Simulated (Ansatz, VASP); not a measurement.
## One calculation of Bi, two programs

File INCAR:

```
PREC = Accurate
ENCUT = 520
EDIFF = 1E-7
ISMEAR = -1
SIGMA = 0.1
LREAL = F
LASPH = T
NELM = 80
ALGO = Normal
ISIF = 2
LWAVE = F
LCHARG = F
GGA = PE
NBANDS = 22
```

The input KPOINTS:

```
Automatic mesh
0
Gamma
  12 12 6
```

POSCAR

```
Bi
1.0
    3.3941611830      0.0000000000      0.0000000000
   -1.6970805915      2.9394298090      0.0000000000
    0.0000000000      0.0000000000      5.5798217096
Bi
2
Direct
    0.3333333333      0.6666666667      0.2500000000
    0.6666666667      0.3333333333      0.7500000000
```

Input for Ansatz:

```yaml
crystal:
  lattice:
    - [3.394161183, 0.0, 0.0]
    - [-1.6970805915, 2.939429809, 0.0]
    - [0.0, 0.0, 5.5798217096]
  atoms:
    - { symbol: Bi, position: [0.3333333333, 0.6666666667, 0.25] }
    - { symbol: Bi, position: [0.6666666667, 0.3333333333, 0.75] }
hamiltonian:
  xc: pbe
  pseudopotentials:
    kind: paw
    azcp:
      Bi: "pseudopotentials/Bi.paw.azcp"
basis:
  ecutwfc: 420
  fft_grid_basis: typed
kpoints:
  mp_grid: { grid: [12, 12, 6], shift: [0, 0, 0] }
magnetization:
  spin_polarized: false
scf:
  occupations: { method: fermi_dirac, width: 0.1 }
  lower_state_search: "off"
output:
  stress: true
```

Alike in both runs: task single point; functional PBE; k mesh 12 × 12 × 6; occupations fermi-dirac, width 0.1 eV; no spin polarisation.

```csv
,VASP,Ansatz
version,VASP 6.6.1,Ansatz 0.2.0
potentials or method,"VASP PAW PBE potentials, release 64 (Bi_d)","plane waves (420 eV) with PAW, scalar-relativistic"
plane-wave cutoff (eV),520,420
valence electrons in the cell,30,30
```

Ansatz gave:

| Quantity | Value |
| --- | --- |
| pressure (GPa) | 8.9 |
| largest component of the traceless stress (GPa) | 0.27 |

Question: Estimate VASP's values.

Answer: Pressure (GPa): 8.8; largest component of the traceless stress (GPa): 0.28.
